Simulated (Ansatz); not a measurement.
# Te2Mo: the cost of one run

Method: DFT PBE, scalar-relativistic, plane waves, PAW, in Ansatz 0.2.0.

### Step 1. The system as given

It takes space group P-6m2 (No. 187, hexagonal). The conventional cell has a = 3.562 Å, b = 3.562 Å, c = 31.563 Å, α = 90.00°, β = 90.00°, γ = 120.00°. Te (site symmetry 3m) has 3 Mo at 2.73 Å as nearest neighbours. Around Mo (site symmetry 3m) lie 6 Te at 2.73 Å. Mo (site symmetry -6m2) is surrounded by 6 Te at 2.73 Å.

Structure file:

```xyz
9
Lattice="3.5624 0.0000 0.0000 -1.7812 3.0851 0.0000 0.0000 0.0000 31.5633" Properties=species:S:1:pos:R:3 pbc="T T T"
Te    0.0000    0.0000   29.7717
Te    0.0000    2.0568   22.4419
Te    0.0000    2.0568    5.5424
Te    0.0000    2.0568   26.0209
Te    0.0000    2.0568    9.1213
Te    0.0000    0.0000    1.7916
Mo    0.0000    0.0000   24.2309
Mo    0.0000    0.0000    7.3323
Mo    0.0000    2.0568    0.0000
```

The structure comes from the Materials Project (structure only).

### Step 9. Setting up the map

The energy is mapped over two normal modes frozen in (zone-centre modes of the cell shown).

First coordinate, amplitude of mode 10 (114 cm⁻¹), largest displacement: 7 values from −0.334 Å. Second coordinate, amplitude of mode 15 (114 cm⁻¹), largest displacement: 7 values from −0.334 Å.

Nothing else is relaxed (the cell and all other modes fixed). Energies count from the relaxed high-symmetry cell. Points are written as (first, second).

The patterns, per unit of each coordinate (Å):

```tsv
atom	x1	y1	z1	x2	y2	z2
Te1	0.005	0.000	0.000	0.000	0.017	0.000
Te2	0.995	0.000	0.000	0.000	0.000	0.000
Te3	0.000	0.000	0.000	0.000	1.000	0.000
Te4	-1.000	0.000	0.000	0.000	0.000	0.000
Te5	0.000	0.000	0.000	0.000	-0.995	0.000
Te6	-0.001	0.000	0.000	0.000	-0.021	0.000
Mo7	0.001	0.000	0.000	0.000	0.000	0.000
Mo8	0.000	0.000	0.000	0.000	-0.001	0.000
Mo9	0.001	0.000	0.000	0.000	-0.001	0.000
```

(The set-up runs are not shown.)

### Step 10. The run at (0.000 Å, 0.111 Å)

Contents of input.yaml:

```yaml
crystal:
  lattice:
    - [3.556151616, 0.0, 0.0]
    - [-1.778075808, 3.0797176391, 0.0]
    - [0.0, 0.0, 32.152875949]
  atoms:
    - { symbol: Te, position: [0.0003109589, 0.0006219177, 0.9437597132] }
    - { symbol: Te, position: [0.3333319857, 0.6666639714, 0.7054970517] }
    - { symbol: Te, position: [0.3514031717, 0.7028063434, 0.182047014] }
    - { symbol: Te, position: [0.33333379, 0.66666758, 0.817952986] }
    - { symbol: Te, position: [0.3153599327, 0.6307198654, 0.2945029483] }
    - { symbol: Te, position: [-0.0003717448, -0.0007434897, 0.0562402868] }
    - { symbol: Mo, position: [-2.954e-07, -5.909e-07, 0.7617063089] }
    - { symbol: Mo, position: [-2.43074e-05, -4.86148e-05, 0.2382936911] }
    - { symbol: Mo, position: [0.3333117092, 0.6666234184, 0.0] }
basis:
  ecutwfc: 420
kpoints:
  mp_grid: { grid: [9, 9, 1] }
hamiltonian:
  xc: pbe
  pseudopotentials: { kind: paw, azcp: { folder: soft_1 } }
scf:
  occupations: { method: gaussian, width: 0.05 }
output:
  forces: true
  stress: true
  eigenvalues: true
```

On the command line:

```bash
$ ansatz run input.yaml --threads 4 --pin off --max-ram 8192MiB --backend cpu --events-out ev --progress --plain --runs-dir out
```

Q: Estimate wall time and peak memory on 4 threads of Arm Neoverse N1, shared host.

About 39 s, with a peak of 1.2 GiB.
